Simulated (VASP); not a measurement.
Here is a VASP 6.6.1 calculation.

Contents of INCAR:

```
SYSTEM = Mg
PREC = Accurate
ENCUT = 520
EDIFF = 1E-6
ISMEAR = -1
SIGMA = 0.01
LREAL = .FALSE.
LASPH = .TRUE.
NELM = 100
ALGO = Normal
ISIF = 2
LWAVE = .FALSE.
LCHARG = .FALSE.
GGA = B5
ALDAX = 1.0
AGGAX = 1.0
AGGAC = 1.0
ALDAC = 0.0
NBANDS = 7
```

The input KPOINTS:

```
Automatic mesh
0
G
  10 10 10
  0 0 0
```

Contents of POSCAR:

```
Mg
1.0
    0.0000000000      2.4175514899      2.4175514899
    2.4175514899      0.0000000000      2.4175514899
    2.4175514899      2.4175514899      0.0000000000
Mg
1
Direct
    0.0000000000      0.0000000000      0.0000000000
```

Potentials or basis: VASP PAW PBE potentials, release 64 (Mg).

Command:

```bash
$ cat potpaw_PBE.64/Mg/POTCAR > POTCAR
$ mpirun -np 1 vasp_std > vasp.out
```

Problem. Estimate the band gap on the k mesh.

Solution. None (metal or under the smearing width).

Problem. Predict the pressure.

Solution. -3.5 GPa.

Caveat: the PAW data sets were made with another functional, which shifts forces and pressure a little.
